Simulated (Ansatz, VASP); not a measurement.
# Cross-check of Si13O8 (amorphous SiO2 against Si(100), +4 O) between VASP and Ansatz

Aim: how closely do two programs agree when they are given the same cell, functional and k mesh? Of the first pair: The structure shown is the start of the Ansatz relaxation below; VASP solves that cell, so the two are compared at the walk's first step.

Calculated with Ansatz 0.2.0; plane waves, with VASP 6.6.1 beside it; single point at PBE.

## (1) Starting point

The cell holds 126 atoms: 78 Si and 48 O. Cell: a = 10.900 Å, b = 10.900 Å, c = 18.352 Å, α = 90.0°, β = 90.0°, γ = 90.0°. It derives from Si (7 planes of diamond Si(100)). A slab of 7 planes of diamond Si(100) (starting lattice constant a = 5.45 A), 10.90 x 10.90 A in plane. 70 atoms (22 Si, 48 O) packed at random between the slab and its periodic image at 2.2 g/cm^3 (a layer of 8.8 A) and pushed apart as soft spheres. Langevin MD at fixed cell with the MACE-MP-0b2 small potential (Batatia et al., arXiv:2401.00096), steps of 1.5 fs: 0.63 ps at 3200 K with the crystal held, 3200 to 800 K in 1.8 ps with the crystal held, 800 to 300 K in 0.9 ps with its inner planes held; soft walls kept the melt out of the crystal while it was held. Then all atoms and the cell's height relaxed. The structure's axis is c.

## (2) Ansatz: relaxation, PBE

Ansatz runs on its default PAW (the set named soft_2) files.

The two programs are compared at the cell with which this relaxation starts, whose forces are those of its first step.

Input file input.yaml:

```yaml
crystal:
  lattice:
    - [10.9, 0.0, 0.0]
    - [0.0, 10.9, 0.0]
    - [0.0, 0.0, 18.3515]
  atoms:
    - { symbol: Si, position: [0.00088, 0.001, 0.26634] }
    - { symbol: Si, position: [0.1131, 0.12496, 0.0452] }
    - { symbol: Si, position: [0.99888, 0.24913, 0.12139] }
    - { symbol: Si, position: [0.12593, 0.37477, 0.19231] }
    - { symbol: Si, position: [0.2416, 0.99609, 0.11519] }
    - { symbol: Si, position: [0.37523, 0.12278, 0.18881] }
    - { symbol: Si, position: [0.25222, 0.25029, 0.2657] }
    - { symbol: Si, position: [0.39106, 0.39609, 0.03863] }
    - { symbol: Si, position: [0.12397, 0.12945, 0.33945] }
    - { symbol: Si, position: [0.00774, 0.26135, 0.41588] }
    - { symbol: Si, position: [0.1323, 0.39498, 0.50235] }
    - { symbol: Si, position: [0.23798, 0.00107, 0.41404] }
    - { symbol: Si, position: [0.36042, 0.1082, 0.50008] }
    - { symbol: Si, position: [0.37337, 0.37238, 0.34552] }
    - { symbol: Si, position: [0.00274, 0.50108, 0.26586] }
    - { symbol: Si, position: [0.12836, 0.6294, 0.04212] }
    - { symbol: Si, position: [0.99488, 0.74718, 0.11567] }
    - { symbol: Si, position: [0.12116, 0.87177, 0.19236] }
    - { symbol: Si, position: [0.24686, 0.49655, 0.11583] }
    - { symbol: Si, position: [0.37103, 0.62294, 0.19299] }
    - { symbol: Si, position: [0.24948, 0.74936, 0.26698] }
    - { symbol: Si, position: [0.34626, 0.84684, 0.03731] }
    - { symbol: Si, position: [0.12712, 0.62335, 0.34137] }
    - { symbol: Si, position: [0.00074, 0.74763, 0.4125] }
    - { symbol: Si, position: [0.10746, 0.87596, 0.49274] }
    - { symbol: Si, position: [0.25332, 0.50923, 0.42079] }
    - { symbol: Si, position: [0.39692, 0.62611, 0.50884] }
    - { symbol: Si, position: [0.37626, 0.87372, 0.34256] }
    - { symbol: Si, position: [0.49832, 0.99944, 0.26591] }
    - { symbol: Si, position: [0.67449, 0.17424, 0.04229] }
[... 90 atom lines left out ...]
    - { symbol: O, position: [0.70658, 0.00932, 0.76833] }
    - { symbol: O, position: [0.345, 0.37374, 0.95166] }
    - { symbol: O, position: [0.8022, 0.97078, 0.63241] }
    - { symbol: O, position: [0.61495, 0.1311, 0.65151] }
    - { symbol: O, position: [0.98657, 0.90871, 0.54356] }
    - { symbol: O, position: [0.37867, 0.72249, 0.75716] }
kpoints:
  mp_grid: { grid: [1, 1, 1] }
hamiltonian:
  xc: pbe
scf:
  occupations: { method: fermi_dirac, width: 0.025 }
output:
  forces: true
relax:
  f_tol: 0.08
  max_steps: 90
  cell: { fix: [a, b, alpha, beta, gamma] }
```

Launch:

```console
> ansatz run input.yaml --threads 4 --pin off --max-ram 8192MiB --backend cpu --events-out ev --progress --plain --runs-dir out
```

Numbers of over 12 decimals in the logs are rounded to 6 here.

What it wrote:

```text
Engine: ansatz 0.2.0, aarch64-unknown-linux-gnu
Pseudopotentials: kind: paw
Pseudopotential: Si, paw, valence charge 4, recommended cutoff 420 eV (normal), Si.paw.azcp
Pseudopotential: O, paw, valence charge 6, recommended cutoff 420 eV (normal), O.paw.azcp
Functional definition: PBE
  parameter kappa = 0.804
  parameter beta = 0.066725
  exchange = pbe_x(kappa = kappa, mu = beta*pi^2/3)
  correlation = pbe_c(beta = beta)
Crystal: 126 atoms, lattice volume = 2180.342 Å³
Basis set: ecut = 420 eV, 42629 PW (Γ), exchange–correlation on 150×150×250 points (8 copies of the dense FFT grid, shifted against one another)
Bands: 426, of which v1, the nominal top of the filled ones, is band 300 counted from 1 (299 counted from 0)
Symmetry: 1 space group operations
Space group: P1 (ITA 1), of the structure as read, at distance tolerance 1.3e-4 Å
k-points: 1
Non-local potential: Si, projectors of the file, l = 0: 2, l = 1: 2, l = 2: 2
Non-local potential: O, projectors of the file, l = 0: 2, l = 1: 2, l = 2: 1
PAW form: soft (Blöchl's): semilocal exchange-correlation on the pseudo side does not see the compensation charge
PAW one-centre angular grid: Si, 110 points (default); XC on 64 Gauss nodes
PAW one-centre angular grid: O, 110 points (default); XC on 64 Gauss nodes
Initial density: superposition of atomic densities (neutral atoms: chi_scale 0, normalization atom), corrected by the library's trained network
Initial wavefunctions: pseudopotential atomic-orbital guess
Functional: x = pbe(κ = 0.804, μ = 0.219515), c = pbe(β = 0.066725)
SCF iter   1: F=—  HF=-76875.561759 eV  |F-HF|=—  |Δ(HF+E_count)|=         —  Δρ=5.73e-3  dr2=2.72e0  ethr=1.77e-3  ⟨swp⟩=6.0  Hψ=2061  notcnv=0  defer=83
preconditioner: auto → LDOS  [insulator: Δε(μ)=0.104 eV  Ē_g=9.423 eV  σ=0.025 eV  W_gap=0.78  n_scr=400 (ndim 8)  ℏωp=17.9 eV  f_vac=0.067  D(μ)=18.99/eV (n_scr^D=66)  ε∞_Penn≈4.6  β→1.0]
SCF iter   2: F=—  HF=-76875.555352 eV  |F-HF|=—  |Δ(HF+E_count)|=   6.41e-3  Δρ=6.58e-3  dr2=4.42e0  ethr=4.54e-4  ⟨swp⟩=2.0  Hψ=684  notcnv=0  defer=113
SCF iter   3: F=—  HF=-76875.380707 eV  |F-HF|=—  |Δ(HF+E_count)|=   1.75e-1  Δρ=2.50e-3  dr2=5.57e-1  ethr=4.54e-4  ⟨swp⟩=2.0  Hψ=377  notcnv=0  defer=113
SCF iter   4: F=—  HF=-76875.363210 eV  |F-HF|=—  |Δ(HF+E_count)|=   1.75e-2  Δρ=9.46e-4  dr2=8.41e-2  ethr=9.28e-5  ⟨swp⟩=2.0  Hψ=314  notcnv=0  defer=113
SCF iter   5: F=—  HF=-76875.360587 eV  |F-HF|=—  |Δ(HF+E_count)|=   2.62e-3  Δρ=5.74e-4  dr2=9.03e-3  ethr=1.40e-5  ⟨swp⟩=2.0  Hψ=526  notcnv=0  defer=113
SCF iter   6: F=—  HF=-76875.359223 eV  |F-HF|=—  |Δ(HF+E_count)|=   1.36e-3  Δρ=1.85e-4  dr2=1.29e-3  ethr=1.51e-6  ⟨swp⟩=2.0  Hψ=572  notcnv=0  defer=113
SCF iter   7: F=—  HF=-76875.359165 eV  |F-HF|=—  |Δ(HF+E_count)|=   5.82e-5  Δρ=1.40e-4  dr2=8.19e-4  ethr=2.14e-7  ⟨swp⟩=2.0  Hψ=567  notcnv=0  defer=113
SCF iter   8: F=—  HF=-76875.359139 eV  |F-HF|=—  |Δ(HF+E_count)|=   2.64e-5  Δρ=8.14e-5  dr2=3.01e-4  ethr=1.36e-7  ⟨swp⟩=2.0  Hψ=565  notcnv=0  defer=113
SCF iter   9: F=—  HF=-76875.359120 eV  |F-HF|=—  |Δ(HF+E_count)|=   1.88e-5  Δρ=4.23e-5  dr2=5.29e-5  ethr=5.02e-8  ⟨swp⟩=2.0  Hψ=567  notcnv=0  defer=113
SCF iter  10: F=—  HF=-76875.356356 eV  |F-HF|=—  |Δ(HF+E_count)|=   2.76e-3  Δρ=2.66e-5  dr2=3.17e-5  ethr=8.81e-9  ⟨swp⟩=2.0  Hψ=744  notcnv=0  defer=113
SCF iter  11: F=—  HF=-76875.356355 eV  |F-HF|=—  |Δ(HF+E_count)|=   1.21e-6  Δρ=1.24e-5  dr2=8.04e-6  ethr=5.28e-9  ⟨swp⟩=2.0  Hψ=567  notcnv=0  defer=113
SCF iter  12: F=—  HF=-76875.356355 eV  |F-HF|=—  |Δ(HF+E_count)|=   1.50e-7  Δρ=5.81e-6  dr2=1.22e-6  ethr=1.34e-9  ⟨swp⟩=2.0  Hψ=519  notcnv=0  defer=113
SCF iter  13: F=—  HF=-76875.356355 eV  |F-HF|=—  |Δ(HF+E_count)|=  6.55e-10  Δρ=2.95e-6  dr2=2.38e-7  ethr=2.03e-10  ⟨swp⟩=2.0  Hψ=567  notcnv=0  defer=113
SCF iter  14: F=-76875.356355 eV  HF=-76875.356355 eV  |F-HF|=1.96e-8  |Δ(HF+E_count)|=   4.85e-9  Δρ=1.25e-6  dr2=4.71e-8  ethr=1.67e-11  ⟨swp⟩=4.0  Hψ=1280  notcnv=0
SCF 1 converged in 14 iterations: F = -76875.356355 eV  dr2 = 4.71e-8
  greatest PAW one-centre occupation: 0.871 electrons in one spin orbital (limit 2), on the O atom at site 83 (counted from 0), in its partial waves of l = 0
relax step   1: F+E_penalty+E_count = -76875.35635485 eV  Δ(F+E_penalty+E_count) = +0.000e0 eV  max|allowed force component| = 1.074e0 eV/Å  Δτ_max = 0.0000 Å  P = +0.731 GPa  Ω = 2180.342 Å³  fix = [a, b, alpha, beta, gamma]  reactions: a +1.393, b +1.406 GPa; alpha +0.117, beta +0.824, gamma +0.339 GPa/rad  (14 SCF iters, dr2 threshold 1.00e-7 eV, accepted)
Crystal: 126 atoms, lattice volume = 2165.506 Å³
Basis set: ecut = 420 eV, 42317 PW (Γ), exchange–correlation on 150×150×250 points (8 copies of the dense FFT grid, shifted against one another)
Initial density: handed on by an earlier stage of this run
Initial wavefunctions: those handed on with the density
[...]
- { symbol: Si, position: [0.372430, 0.613903, 0.185464] }
    - { symbol: Si, position: [0.254383, 0.742034, 0.264298] }
    - { symbol: Si, position: [0.334181, 0.830996, 0.00950069] }
    - { symbol: Si, position: [0.130654, 0.619336, 0.339400] }
    - { symbol: Si, position: [-0.00648581, 0.725810, 0.416250] }
    - { symbol: Si, position: [0.078959, 0.879800, 0.492365] }
    - { symbol: Si, position: [0.263344, 0.506279, 0.415091] }
    - { symbol: Si, position: [0.402424, 0.616892, 0.495244] }
    - { symbol: Si, position: [0.373146, 0.862939, 0.345797] }
    - { symbol: Si, position: [0.496487, 0.992271, 0.265343] }
    - { symbol: Si, position: [0.685670, 0.164859, 0.015006] }
    - { symbol: Si, position: [0.517285, 0.234480, 0.098034] }
    - { symbol: Si, position: [0.627362, 0.353404, 0.188743] }
    - { symbol: Si, position: [0.747772, 0.00251819, 0.101415] }
    - { symbol: Si, position: [0.871169, 0.110280, 0.187987] }
    - { symbol: Si, position: [0.754447, 0.233744, 0.269107] }
    - { symbol: Si, position: [0.852192, 0.336013, 0.035922] }
    - { symbol: Si, position: [0.628632, 0.105978, 0.344599] }
    - { symbol: Si, position: [0.471027, 0.210748, 0.414681] }
    - { symbol: Si, position: [0.636717, 0.327912, 0.448975] }
    - { symbol: Si, position: [0.756344, 0.984156, 0.423998] }
    - { symbol: Si, position: [0.856636, 0.152484, 0.485903] }
    - { symbol: Si, position: [0.886821, 0.368204, 0.339679] }
    - { symbol: Si, position: [0.495012, 0.482182, 0.257706] }
[...]
- { symbol: Si, position: [0.384660, 0.111596, 0.803690] }
    - { symbol: Si, position: [0.573214, 0.557006, 0.856469] }
    - { symbol: Si, position: [0.134375, 0.192057, 0.791358] }
    - { symbol: Si, position: [0.984005, 0.569966, 0.521001] }
    - { symbol: Si, position: [0.690519, 0.784690, 0.912377] }
    - { symbol: Si, position: [0.912355, 0.318665, 0.724338] }
    - { symbol: Si, position: [0.996620, 0.479160, 0.979033] }
    - { symbol: Si, position: [0.076871, 0.563138, 0.827995] }
    - { symbol: O, position: [0.344984, 0.896843, 0.660496] }
    - { symbol: O, position: [0.060111, 0.888657, 0.897618] }
    - { symbol: O, position: [0.743635, 0.256224, 0.494751] }
    - { symbol: O, position: [0.509073, 0.500873, 0.020882] }
    - { symbol: O, position: [0.435957, 0.526590, 0.829505] }
    - { symbol: O, position: [0.665147, 0.574402, 0.783570] }
    - { symbol: O, position: [0.179104, 0.861091, 0.559065] }
    - { symbol: O, position: [0.426683, 0.970700, 0.788185] }
    - { symbol: O, position: [0.219090, 0.603765, 0.826432] }
    - { symbol: O, position: [0.846935, 0.387970, 0.796481] }
    - { symbol: O, position: [0.587600, 0.674035, 0.912096] }
    - { symbol: O, position: [0.325038, 0.516275, 0.694894] }
    - { symbol: O, position: [0.230231, 0.209104, 1.010458] }
    - { symbol: O, position: [0.399728, 0.974737, 0.531132] }
    - { symbol: O, position: [0.023653, 0.617567, 0.605615] }
    - { symbol: O, position: [0.223400, 0.717995, -4.27187021593887e-5] }
    - { symbol: O, position: [0.901256, 0.422202, 0.657571] }
    - { symbol: O, position: [0.963415, 0.860169, 0.762605] }
    - { symbol: O, position: [0.362861, 0.126718, 0.893161] }
    - { symbol: O, position: [0.261622, 0.143528, 0.754254] }
    - { symbol: O, position: [0.216260, 0.395263, 0.579814] }
    - { symbol: O, position: [0.479238, 0.218532, 0.780178] }
    - { symbol: O, position: [0.638678, 0.421185, 0.876294] }
    - { symbol: O, position: [0.771915, 0.756654, 0.987562] }
[...]
- { symbol: O, position: [0.202954, 0.875354, 0.779841] }
    - { symbol: O, position: [0.837700, 0.194949, 0.712134] }
    - { symbol: O, position: [0.694553, 0.068115, 0.801503] }
    - { symbol: O, position: [0.365887, 0.359443, 0.947600] }
    - { symbol: O, position: [0.795147, 0.977592, 0.664000] }
    - { symbol: O, position: [0.610100, 0.139944, 0.668904] }
    - { symbol: O, position: [0.953371, 0.914892, 0.540178] }
    - { symbol: O, position: [0.393665, 0.729684, 0.759459] }
```

Reading the cycles: dr2 is the Hartree energy of the density residual (eV), the measure of convergence; HF is the Harris–Foulkes estimate of the energy, which meets the free energy F at convergence.

## (3) VASP: single point, PBE, start cell, pair 1

The same cell, functional, mesh and smearing now go to VASP, with its own data sets.

Lines of VASP's logs that name or quote its potential files are left out, and so is its time.

Input file INCAR:

```
SYSTEM = Si13O8
PREC = Accurate
ENCUT = 520
EDIFF = 1E-06
NELM = 120
ISMEAR = -1
SIGMA = 0.025
LREAL = Auto
ALGO = Normal
GGA = PE
NBANDS = 400
LORBIT = 11
LWAVE = .FALSE.
LCHARG = .FALSE.
ISIF = 2
LASPH = .TRUE.
GGA_COMPAT = .FALSE.
EFERMI = MIDGAP
NCORE = 4
```

Input file POSCAR:

```
Si13O8
1.0
   10.9000000000      0.0000000000      0.0000000000
    0.0000000000     10.9000000000      0.0000000000
    0.0000000000      0.0000000000     18.3515000000
Si O
78 48
Direct
    0.0008807339      0.0010000000      0.2663379015
    0.1131009174      0.1249633028      0.0452006648
    0.9988807339      0.2491284404      0.1213906220
    0.1259266055      0.3747706422      0.1923112552
    0.2415963303      0.9960917431      0.1151894940
    0.3752293578      0.1227798165      0.1888074544
    0.2522201835      0.2502935780      0.2657003515
    0.3910642202      0.3960917431      0.0386289949
    0.1239724771      0.1294495413      0.3394490914
    0.0077431193      0.2613486239      0.4158788110
    0.1323027523      0.3949816514      0.5023513064
    0.2379816514      0.0010733945      0.4140424488
    0.3604220183      0.1082018349      0.5000790126
    0.3733669725      0.3723761468      0.3455194398
    0.0027431193      0.5010825688      0.2658583767
    0.1283577982      0.6294036697      0.0421218974
    0.9948807339      0.7471834862      0.1156690189
    0.1211559633      0.8717706422      0.1923602975
    0.2468623853      0.4965504587      0.1158324933
    0.3710275229      0.6229357798      0.1929923984
    0.2494770642      0.7493577982      0.2669809007
    0.3462568807      0.8468440367      0.0373103016
    0.1271192661      0.6233486239      0.3413726398
    0.0007431193      0.7476330275      0.4125003406
    0.1074587156      0.8759633028      0.4927390132
    0.2533211009      0.5092293578      0.4207884914
    0.3969174312      0.6261100917      0.5088412391
    0.3762568807      0.8737155963      0.3425605536
    0.4983211009      0.9994403670      0.2659074190
    0.6744862385      0.1742385321      0.0422908209
[... 90 atom lines left out ...]
    0.7065779817      0.0093211009      0.7683295643
    0.3450000000      0.3737431193      0.9516606272
    0.8022018349      0.9707798165      0.6324115195
    0.6149541284      0.1311009174      0.6515107757
    0.9865688073      0.9087064220      0.5435577473
    0.3786697248      0.7224862385      0.7571588154
```

Input file KPOINTS:

```
Automatic mesh
0
Gamma
1 1 1
0 0 0
```

Potentials, in the order of the species: Si and O (PBE family, release 64).

Launch:

```console
> mpirun -np 16 vasp_gam
```

What it wrote:

```text
[banner, memory and clock lines left out]
running   16 mpi-ranks, on    1 nodes
[...]
LDA part: xc-table for (Slater+PW92), standard interpolation
 POSCAR, INCAR and KPOINTS ok, starting setup
[...]
entering main loop
       N       E                     dE             d eps       ncg     rms          rms(c)
DAV:   1     0.458684220921E+04    0.45868E+04   -0.30809E+05   808   0.139E+03
DAV:   2    -0.369673965050E+03   -0.49565E+04   -0.47149E+04   968   0.302E+02
DAV:   3    -0.892921132393E+03   -0.52325E+03   -0.51556E+03   960   0.101E+02
DAV:   4    -0.906863519908E+03   -0.13942E+02   -0.13865E+02   944   0.178E+01
[...]
DAV:  24    -0.825826121380E+03    0.10974E-05   -0.26545E-05   928   0.624E-03    0.103E-02
DAV:  25    -0.825826119135E+03    0.22447E-05   -0.22542E-05   912   0.749E-03    0.666E-03
DAV:  26    -0.825826119195E+03   -0.59867E-07   -0.38609E-06   744   0.347E-03
   1 F= -.82582612E+03 E0= -.82579919E+03  d E =-.538570E-01
```

From OUTCAR (step 3):

```text
  FREE ENERGIE OF THE ION-ELECTRON SYSTEM (eV)
  ---------------------------------------------------
  free  energy   TOTEN  =      -825.8261191950 eV

  energy  without entropy=     -825.7722621751  energy(sigma->0) =     -825.79919069

[... 1 further part left out ...]
```

The run ends at a pressure of 0.78 GPa, with forces up to 1.4 eV/Å.

## (4) Comparison

Known differences besides the potentials themselves: the cutoff is 420 eV in Ansatz and 520 eV in VASP (PREC = Accurate, projectors in real space). Total energies have different zeros and are not compared.

Forces on 10 of the 126 atoms, those with the largest forces and the largest differences (eV/Å; atoms numbered as in POSCAR):

| atom | Ansatz x, y, z | VASP x, y, z |
| --- | --- | --- |
| Si16 | 0.545, 0.662, 0.601 | 0.530, 0.646, 0.603 |
| Si39 | 0.319, -0.815, -0.643 | 0.295, -0.791, -0.646 |
| Si44 | -0.905, -0.719, 0.800 | -0.885, -0.695, 0.808 |
| Si61 | 0.280, 0.698, 0.575 | 0.288, 0.713, 0.608 |
| Si66 | 0.425, 0.525, 1.074 | 0.422, 0.535, 1.046 |
| Si69 | 0.329, -0.885, 0.478 | 0.295, -0.845, 0.469 |
| Si72 | -0.425, 0.140, -0.086 | -0.504, 0.169, -0.032 |
| O84 | -0.132, -0.266, 0.068 | -0.089, -0.189, 0.013 |
| O99 | -1.002, -0.146, -0.693 | -1.021, -0.145, -0.714 |
| O101 | 0.075, 0.096, -0.113 | 0.073, 0.040, -0.037 |

The forces differ by 18 meV/Å r.m.s., which is 5.9 % of the r.m.s. force of 0.304 eV/Å (both taken over all components).

[end of part 1 of 2]

[Lines on the potential files, build, host, timing and source positions are cut from VASP's logs without a mark.]

[Logs are printed without paths, hosts, clocks, repeated set-up lines and the standing remarks that a program may print on its own settings, such as how far it seeks lower states.]

[Hosts, paths, dates, database ids (printed as entryN), source tags and the programs' standing remarks are cut or masked in the printed files.]
